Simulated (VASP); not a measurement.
# MoS2 in VASP: settings compared

Aim: see how the results for MoS2 move with the level of theory and the settings. Levels: r2SCAN+rVV10, PBEsol. Tasks: relaxation of cell and atoms.

Everything below comes from runs of VASP 6.6.1. Logs are shortened: lines on timing, memory, paths and dates and some standing lists are left out, and cuts for length are marked.

### Step 1. The structure

The cell holds a slab with vacuum, 3 atoms: a = 3.174 Å, b = 3.174 Å, c = 21.130 Å, α = 90.00°, β = 90.00°, γ = 120.00°.

### Step 2. Relaxation of cell and atoms, r2SCAN+rVV10

Contents of INCAR:

```
SYSTEM = MoS2
  ALGO = Normal
  BPARAM = 11.95
  CPARAM = 0.0093
  EDIFF = 1E-7
  EDIFFG = -0.005
  ENCUT = 600
  IBRION = 2
  ISIF = 3
  ISMEAR = 0
  IVDW_NL = 2
  KPAR = 2
  LASPH = .True.
  LATTICE_CONSTRAINTS = .TRUE. .TRUE. .FALSE.
  LCHARG = .False.
  LMIXTAU = .True.
  LREAL = .False.
  LUSE_VDW = .True.
  LWAVE = .False.
  METAGGA = R2SCAN
  NELM = 80
  NSW = 90
  PREC = Accurate
  SIGMA = 0.03
```

Contents of KPOINTS:

```
k-points
0
Gamma
  12 12 1
  0 0 0
```

Contents of POSCAR:

```
MoS2                                    
1.0
    3.1742321146     -0.0000000000      0.0000000000
   -1.5871160573      2.7489656442      0.0000000000
    0.0000000000      0.0000000000     21.1302960000
  S               Mo            
     2     1
Direct
     0.3333333300000021    0.6666666699999979    0.4263745648231544
     0.3333333300000021    0.6666666699999979    0.5736254351768454
     0.6666666699999979    0.3333333300000021    0.5000000000000000
```

Potentials or basis: VASP PAW PBE potentials, release 64 (S, Mo_sv).

On the command line:

```
cat potpaw_PBE.64/S/POTCAR potpaw_PBE.64/Mo_sv/POTCAR > POTCAR
mpirun -np 2 vasp_std > vasp.out
```

OUTCAR:

```text
SYSTEM = MoS2
   BPARAM = 11.95
   EDIFF = 1E-7
   EDIFFG = -0.005
   ENCUT = 600
   IBRION = 2
   ISIF = 3
   ISMEAR = 0
   IVDW_NL = 2
   LASPH = .True.
   LREAL = .False.
   METAGGA = R2SCAN
   NELM = 80
   NSW = 90
   PREC = Accurate

 ion  position               nearest neighbor table
   1  0.333  0.667  0.426-   3 2.40   3 2.40   3 2.40
   2  0.333  0.667  0.574-   3 2.40   3 2.40   3 2.40
   3  0.667  0.333  0.500-   1 2.40   2 2.40   1 2.40   2 2.40   1 2.40   2 2.40

  LATTYP: Found a hexagonal cell.
 ALAT       =     3.1742321146
 C/A-ratio  =     6.6568213152

  Lattice vectors:

 A1 = (   3.1742321146,   0.0000000000,   0.0000000000)
 A2 = (  -1.5871160573,   2.7489656442,   0.0000000000)
 A3 = (   0.0000000000,   0.0000000000,  21.1302960000)

Analysis of symmetry for initial positions (statically):
=====================================================================
 Subroutine PRICEL returns:
 Original cell was already a primitive cell.

 Routine SETGRP: Setting up the symmetry group for a
 hexagonal supercell.

 Subroutine GETGRP returns: Found 12 space group operations
 (whereof 12 operations were pure point group operations)
 out of a pool of 24 trial point group operations.

The static configuration has the point symmetry D_3h.

Analysis of symmetry for dynamics (positions and initial velocities):
=====================================================================
 Subroutine PRICEL returns:
 Original cell was already a primitive cell.

 Routine SETGRP: Setting up the symmetry group for a
 hexagonal supercell.

 Subroutine GETGRP returns: Found 12 space group operations
 (whereof 12 operations were pure point group operations)
 out of a pool of 24 trial point group operations.

The dynamic configuration has the point symmetry D_3h.

 Subroutine INISYM returns: Found 12 space group operations
 (whereof 12 operations are pure point group operations),
 and found     1 'primitive' translations

----------------------------------------------------------------------------------------

                                     Primitive cell

  volume of cell :     184.3799

  direct lattice vectors                    reciprocal lattice vectors
     3.174232115  0.000000000  0.000000000     0.315036823  0.181886595  0.000000000
    -1.587116057  2.748965644  0.000000000     0.000000000  0.363773189  0.000000000
     0.000000000  0.000000000 21.130296000     0.000000000  0.000000000  0.047325414

  length of vectors
     3.174232115  3.174232111 21.130296000     0.363773189  0.363773189  0.047325414

  position of ions in fractional coordinates (direct lattice)
     0.333333330  0.666666670  0.426374565
     0.333333330  0.666666670  0.573625435
     0.666666670  0.333333330  0.500000000

  ion indices of the primitive-cell ions
   primitive index   ion index
                 1           1
                 2           2
                 3           3

----------------------------------------------------------------------------------------

 KPOINTS: k-points

Automatic generation of k-mesh.
 Grid dimensions read from file:
 generate k-points for:   12   12    1

 Generating k-lattice:

  Cartesian coordinates                     Fractional coordinates (reciprocal lattice)
     0.026253069  0.015157216  0.000000000     0.083333333 -0.000000000  0.000000000
     0.000000000  0.030314432  0.000000000     0.000000000  0.083333333  0.000000000
     0.000000000  0.000000000  0.047325414     0.000000000  0.000000000  1.000000000

  Length of vectors
     0.030314432  0.030314432  0.047325414

  Shift w.r.t. Gamma in fractional coordinates (k-lattice)
     0.000000000  0.000000000  0.000000000

 Subroutine IBZKPT returns following result:
 ===========================================

 Found     19 irreducible k-points:

 Following reciprocal coordinates:
            Coordinates               Weight
  0.000000  0.000000  0.000000      1.000000
  0.083333  0.000000  0.000000      6.000000
  0.166667  0.000000  0.000000      6.000000
  0.250000  0.000000  0.000000      6.000000
  0.333333  0.000000  0.000000      6.000000
  0.416667  0.000000  0.000000      6.000000
[... 11 lines left out ...]
  0.333333  0.250000  0.000000     12.000000
  0.333333  0.333333  0.000000      2.000000
   k-points           NKPTS =     19   k-points in BZ     NKDIM =     19   number of bands    NBANDS=     17
   number of dos      NEDOS =    301   number of ions     NIONS =      3
   total plane-waves  NPLWV = 141120
   dimension x,y,z NGX =    28 NGY =   28 NGZ =  180
   dimension x,y,z NGXF=    56 NGYF=   56 NGZF=  360
   ions per type =               2   1
   NGX,Y,Z   is equivalent  to a cutoff of  14.66, 14.66, 14.16 a.u.
   NGXF,Y,Z  is equivalent  to a cutoff of  29.33, 29.33, 28.32 a.u.
 SYSTEM =  MoS2
   PREC   = accura    normal or accurate (medium, high low for compatibility)
   ISTART =      0    job   : 0-new  1-cont  2-samecut
   ICHARG =      2    charge: 1-file 2-atom 10-const
   ISPIN  =      1    spin polarized calculation?
   LNONCOLLINEAR =      F non collinear calculations
   LSORBIT =      F    spin-orbit coupling
   LASPH  =      T    aspherical Exc in radial PAW
   ENCUT  =  600.0 eV  44.10 Ry    6.64 a.u.   6.34  6.34 42.20*2*pi/ulx,y,z
   NELM   =     80;   NELMIN=  2; NELMDL= -5     # of ELM steps
   EDIFF  = 0.1E-06   stopping-criterion for ELM
   LREAL  =      F    real-space projection
   EDIFFG = -.5E-02   stopping-criterion for IOM
   NSW    =     90    number of steps for IOM
   IBRION =      2    ionic relax: 0-MD 1-quasi-New 2-CG
   NFREE  =      1    steps in history (QN), initial steepest desc. (CG)
   ISIF   =      3    stress and relaxation
   ISYM   =      2    0-nonsym 1-usesym 2-fastsym
   POTIM  = 0.5000    time-step for ionic-motion
   TEBEG  =    0.0;   TEEND  =   0.0 temperature during run
   PSTRESS=    0.0 pullay stress
   NELECT =      26.0000    total number of electrons
   NUPDOWN=      -1.0000    fix difference up-down
   EMIN   =  10.00;   EMAX   =-10.00  energy-range for DOS
   EFERMI =   0.00;   METHOD = LEGACY
   ISMEAR =     0;   SIGMA  =   0.03  broadening in eV -4-tet -1-fermi 0-gaus
   EFERMI_NEDOS =   21; number of points for ismear=-14 and -15
   IALGO  =     38    algorithm
   IMIX   =      4    mixing-type and parameters
     AMIX     =   0.40;   BMIX     =  1.00
     AMIX_MAG =   1.60;   BMIX_MAG =  1.00
  volume/ion in A,a.u.               =      61.46       414.75
  Fermi-wavevector in a.u.,A,eV,Ry     =   0.852108  1.610251  9.879033  0.726088
  Thomas-Fermi vector in A             =   1.968345
   LORBIT       =      0    0 simple, 1 ext, 2 COOP (PROOUT), +10 PAW based schemes
   METAGGA = R2SCAN    functional components
   LHFCALC =     F    Hartree Fock is set to
   AEXX    =    0.0000 exact exchange contribution
   IVDW_NL    =     2    kernel type
   BPARAM     =11.9500
   IVDW    =     0    specifies the selected vdW correction
   LEPSILON=     F    determine dielectric tensor
   LRPA    =     F    only Hartree local field effects (RPA)
 conjugate gradient relaxation of ions
 non-spin polarized calculation
 Gauss-broadening in eV      SIGMA  =   0.03
  energy-cutoff  :      600.00
  volume of cell :      184.38
 maximum number of plane-waves:      6189
 NGX is ok and might be reduce to    28
   NGX = 13   NGY = 13   NGZ = 85

--------------------------------------- Ionic step        1  -------------------------------------------

 number of electron      26.0000000 magnetization

 Free energy of the ion-electron system (eV)
  ---------------------------------------------------
  ext. energy  EPLUGINS =         0.00000000
  ---------------------------------------------------
  free energy    TOTEN  =       -44.35051037 eV

  energy without entropy =      -44.35051037  energy(sigma->0) =      -44.35051037

------------------------ aborting loop EDIFF was not reached (unconverged)  ----------------------------

  FORCE on cell =-STRESS in cart. coord.  units (eV):
  Direction    XX          YY          ZZ          XY          YZ          ZX
  --------------------------------------------------------------------------------------
  -------------------------------------------------------------------------------------
  Total       -0.0228326     -0.0228326     -0.0402251      0.0000000     -0.0000000      0.0000000
  in kB       -0.1984046     -0.1984046     -0.3495379      0.0000000     -0.0000000      0.0000000
  external PRESSURE =      -0.2487824 kB  Pullay stress =       0.0000000 kB
[... 24 lines left out ...]
--------------------------------------- Ionic step        2  -------------------------------------------

 number of electron      26.0000000 magnetization

------------------------ aborting loop because EDIFF is reached ----------------------------------------

  FORCE on cell =-STRESS in cart. coord.  units (eV):
  Direction    XX          YY          ZZ          XY          YZ          ZX
  --------------------------------------------------------------------------------------
  -------------------------------------------------------------------------------------
  Total        0.0451105      0.0451105      0.0143559      0.0000000      0.0000000      0.0000000
  in kB        0.3922777      0.3922777      0.1248382      0.0000000      0.0000000      0.0000000
  external PRESSURE =       0.3031312 kB  Pullay stress =       0.0000000 kB
[... 24 lines left out ...]
--------------------------------------- Ionic step        3  -------------------------------------------

 number of electron      26.0000000 magnetization

 Free energy of the ion-electron system (eV)
  ---------------------------------------------------
  ext. energy  EPLUGINS =         0.00000000
  ---------------------------------------------------
  free energy    TOTEN  =       -44.35073752 eV

  energy without entropy =      -44.35073752  energy(sigma->0) =      -44.35073752

 E-fermi :  -2.1811     XC(G=0):  -3.6894

 val. band max:       -2.4039850284   @ k =   0.0000   0.0000   0.0000
 cond. band min:      -0.6316679501   @ k =   0.3333   0.3333   0.0000
 fundamental gap:      1.7723170783
 Fermi energy:        -2.1811459058

 k-point     1 :       0.0000    0.0000    0.0000
  band No.  band energies     occupation
      1     -65.2094      2.00000
      2     -38.6303      2.00000
      3     -38.4082      2.00000
      4     -38.4082      2.00000
      5     -17.2301      2.00000
      6     -15.8298      2.00000
[... 357 lines left out ...]
      4     -38.5339      2.00000
      5     -14.9769      2.00000
      6     -14.9183      2.00000
[... 9 lines left out ...]
     16       1.3861      0.00000
     17       2.8373      0.00000

------------------------ aborting loop because EDIFF is reached ----------------------------------------

  FORCE on cell =-STRESS in cart. coord.  units (eV):
  Direction    XX          YY          ZZ          XY          YZ          ZX
  --------------------------------------------------------------------------------------
  -------------------------------------------------------------------------------------
  Total        0.0136218      0.0136218     -0.0062134      0.0000000     -0.0000000     -0.0000000
  in kB        0.1183957      0.1183957     -0.0540045      0.0000000     -0.0000000     -0.0000000
  external PRESSURE =       0.0609290 kB  Pullay stress =       0.0000000 kB
[... 18 lines left out ...]
  FREE ENERGIE OF THE ION-ELECTRON SYSTEM (eV)
  ---------------------------------------------------
  free  energy   TOTEN  =       -44.3507375159 eV

  energy  without entropy=      -44.3507375159  energy(sigma->0) =      -44.35073752

 reached required accuracy - stopping structural energy minimisation
```

It took 32 min on 2 MPI ranks of AMD EPYC 9R45 (Zen 5), shared host; peak memory 0.94 GiB.

Results:

| Property | Result |
| --- | --- |
| Free energy | -44.3507 eV |
| Relaxed volume | 61.45 Å³/atom |
| Relaxed cell | a = 3.174 Å, b = 3.174 Å, c = 21.130 Å, α = 90.00°, β = 90.00°, γ = 120.00° |
| Space group after relaxing (to 0.05 Å) | P-6m2 (No. 187) |
| Energy gained by relaxing | 0.1 meV/atom |
| Ionic steps | 3 |
| Largest force after relaxing | 0.004 eV/Å |
| Band gap on the k mesh | 1.77 eV, indirect (least direct gap 1.81 eV) |

Forces on the atoms (eV/Å):
```
S    0.000  0.000 -0.004
S    0.000  0.000  0.004
Mo   0.000  0.000  0.000
```

Step by step:
```tsv
step	energy change (eV)	largest force (eV/Å)	pressure (GPa)	volume (Å³)
1	0.0000	0.0023	-0.02	184.38
2	-0.0002	0.0101	0.03	184.24
3	-0.0002	0.0037	0.01	184.34
```

Final structure:
```
S Mo
1.0
     3.17385    0.00000    0.00000
    -1.58692    2.74863    0.00000
     0.00000    0.00000   21.13030
S Mo
2 1
Cartesian
  0.0000 1.8324 9.0095
  0.0000 1.8324 12.1208
  1.5869 0.9162 10.5651
```

Caveat: the PAW data sets were made with another functional, which shifts forces and pressure a little.

### Step 3. Relaxation of cell and atoms, PBEsol

This run uses another cell than the first one, of 61.26 Å³/atom, 0.997 times its volume.

Contents of INCAR:

```
SYSTEM = MoS2
ALGO = Normal
EDIFF = 1E-6
EDIFFG = -0.01
ENCUT = 600
GGA = PS
IBRION = 2
ISIF = 3
ISMEAR = 0
KPAR = 2
LASPH = .True.
LATTICE_CONSTRAINTS = .TRUE. .TRUE. .FALSE.
LCHARG = .False.
LREAL = .False.
LWAVE = .False.
NELM = 80
NSW = 90
PREC = Accurate
SIGMA = 0.03
```

KPOINTS is that of step 2.

Contents of POSCAR:

```
MoS2
1.0
    3.1690000000      0.0000000000      0.0000000000
   -1.5845000000      2.7444345000      0.0000000000
    0.0000000000      0.0000000000     21.1302960000
S Mo
2 1
Direct
    0.3333333300      0.6666666700      0.4259287200
    0.3333333300      0.6666666700      0.5740712800
    0.6666666700      0.3333333300      0.5000000000
```

Potentials or basis: VASP PAW PBE potentials, release 64 (S, Mo_sv).

On the command line:

```
cat potpaw_PBE.64/S/POTCAR potpaw_PBE.64/Mo_sv/POTCAR > POTCAR
mpirun -np 2 vasp_std > vasp.out
```

It took 1.8 min on 2 MPI ranks of AMD EPYC 9R45 (Zen 5), shared host; peak memory 0.39 GiB.

It converged, with:

```yaml
Free_energy: -23.4263 eV
Relaxed_volume: 60.18 Å³/atom
Relaxed_cell: a = 3.141 Å, b = 3.141 Å, c = 21.130 Å, α = 90.00°, β = 90.00°, γ = 120.00°
Space_group_after_relaxing_to_0.05_Å: P-6m2 (No. 187)
Energy_gained_by_relaxing: 4.2 meV/atom
Ionic_steps: 3
Largest_force_after_relaxing: 0.004 eV/Å
Band_gap_on_the_k_mesh: 1.81 eV, direct
```

Forces in eV/Å, atoms in the order of the input:
```
S    0.000  0.000 -0.004
S    0.000  0.000  0.004
Mo   0.000  0.000  0.000
```

Step by step:
```csv
step,energy change (eV),largest force (eV/Å),pressure (GPa),volume (Å³)
1,0.0000,0.3110,-0.96,183.77
2,0.0037,0.3840,1.17,176.97
3,-0.0127,0.0044,-0.01,180.54
```

Final structure:
```yaml
crystal:
  lattice:
    - [3.14101, 0.00000, 0.00000]
    - [-1.57051, 2.72020, 0.00000]
    - [0.00000, 0.00000, 21.13030]
  atoms:
    - { symbol: S, position: [0.33333, 0.66667, 0.42626] }
    - { symbol: S, position: [0.33333, 0.66667, 0.57374] }
    - { symbol: Mo, position: [0.66667, 0.33333, 0.50000] }
```

Levels at points of the mesh, in eV from the valence-band top:
```csv
k point,band 9,band 10,band 11,band 12,band 13,band 14,band 15,band 16,band 17
"(0.00, 0.00, 0.00)",-2.62,-1.85,-1.46,-1.46,-0.08,2.90,2.90,3.17,3.17
"(0.50, 0.00, 0.00)",-4.18,-3.20,-1.93,-0.88,-0.66,2.41,2.92,3.97,4.49
```

Caveat: the PAW data sets were made with another functional, which shifts forces and pressure a little.

(Part 1 of 2 ends here.)
